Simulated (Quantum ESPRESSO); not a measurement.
Write the native input for Quantum ESPRESSO 7.5 that does the following.

```
Task                        : work function
Functional                  : LDA
Potentials or basis         : SG15 PBE 1.2
Cutoff                      : 952 eV
Density cutoff              : 3810 eV
k mesh                      : 5 × 5 × 1
Occupations                 : fermi-dirac, width 0.05 eV
Spin                        : no spin polarisation
Boundary across the vacuum  : dipole
Form of the LDA correlation : PZ81
Tefield                     : yes
Dipfield                    : yes
Emaxpos                     : 0.9786
Eopreg                      : 0.0427
Eamp                        : 0
Mixing mode                 : local-TF
Mixing beta                 : 0.3
Most SCF iterations         : 150
SCF threshold               : 6e-09 Ry
```

Slab: MgTe, a slab with vacuum.

```
CELL_PARAMETERS angstrom
4.57074 0.00000 0.00000
-2.28537 3.95837 0.00000
0.00000 0.00000 23.39698
ATOMIC_POSITIONS crystal
Te 0.00000 0.00000 0.32055
Mg 0.33333 0.66667 0.36043
Te 0.33333 0.66667 0.48006
Mg 0.66667 0.33333 0.51994
Te 0.66667 0.33333 0.63957
Mg 0.00000 0.00000 0.67945
```

The input as run:

pw.in

```
&CONTROL
  calculation = 'scf'
  prefix = 'pwscf'
  outdir = './tmp'
  pseudo_dir = './pseudo'
  tprnfor = .true.
  disk_io = 'low'
  tefield = .true.
  dipfield = .true.
/
&SYSTEM
  ibrav = 0
  celldm(1) = 8
  nat = 6
  ntyp = 2
  ecutwfc = 70
  nbnd = 51
  input_dft = 'pz'
  occupations = 'smearing'
  smearing = 'fd'
  degauss = 0.00367493
  edir = 3
  emaxpos = 0.9786
  eopreg = 0.0427
  eamp = 0
/
&ELECTRONS
  conv_thr = 6d-09
  electron_maxstep = 150
  mixing_beta = 0.3
  mixing_mode = 'local-TF'
/
ATOMIC_SPECIES
Te   127.6000 Te_ONCV_PBE-1.2.upf
Mg    24.3050 Mg_ONCV_PBE-1.2.upf
CELL_PARAMETERS alat
  1.0796800382176   0.0000000000000   0.0000000000000
 -0.5398400191088   0.9350303410554   0.0000000000000
  0.0000000000000   0.0000000000000   5.5267353679997
ATOMIC_POSITIONS crystal
Te     0.0000000000    0.0000000000    0.3205542013
Mg     0.3333333333    0.6666666667    0.3604310455
Te     0.3333333333    0.6666666667    0.4800615779
Mg     0.6666666667    0.3333333333    0.5199384221
Te     0.6666666667    0.3333333333    0.6395689545
Mg     0.0000000000    0.0000000000    0.6794457987
K_POINTS automatic
5 5 1 0 0 0
```

pp_density.in

```
&INPUTPP
  prefix = 'pwscf'
  outdir = './tmp'
  filplot = 'density.dat'
  plot_num = 0
/
&PLOT
  nfile = 1
  filepp(1) = 'density.dat'
  iflag = 3
  output_format = 6
  fileout = 'density.cube'
/
```

pp_potential.in

```
&INPUTPP
  prefix = 'pwscf'
  outdir = './tmp'
  filplot = 'potential.dat'
  plot_num = 11
/
&PLOT
  nfile = 1
  filepp(1) = 'potential.dat'
  iflag = 3
  output_format = 6
  fileout = 'potential.cube'
/
```

pp_elf.in

```
&INPUTPP
  prefix = 'pwscf'
  outdir = './tmp'
  filplot = 'elf.dat'
  plot_num = 8
/
&PLOT
  nfile = 1
  filepp(1) = 'elf.dat'
  iflag = 3
  output_format = 6
  fileout = 'elf.cube'
/
```

Potentials or basis: SG15 PBE 1.2.

The run is started by

```bash
$ OMP_NUM_THREADS=1 mpirun -n 2 pw.x -in pw.in > pw.out
$ OMP_NUM_THREADS=1 mpirun -n 1 pp.x -in pp_density.in > pp_density.out
$ OMP_NUM_THREADS=1 mpirun -n 1 pp.x -in pp_potential.in > pp_potential.out
$ OMP_NUM_THREADS=1 mpirun -n 1 pp.x -in pp_elf.in > pp_elf.out
```

It gave:

* Largest force: 0.755 eV/Å
* Band gap on the k mesh: none (metal or under the smearing width)
* Dipole across the slab: 1.81 D
* Work function of the upper face: 2.71 eV
* Work function of the lower face: 6.48 eV

Caveat: the k mesh is coarse; the potentials were made for another functional, which shifts forces and pressure.

Wall time 5.2 min on 2 MPI ranks on Arm Neoverse V2 (shared host), peak memory 0.66 GiB a rank.
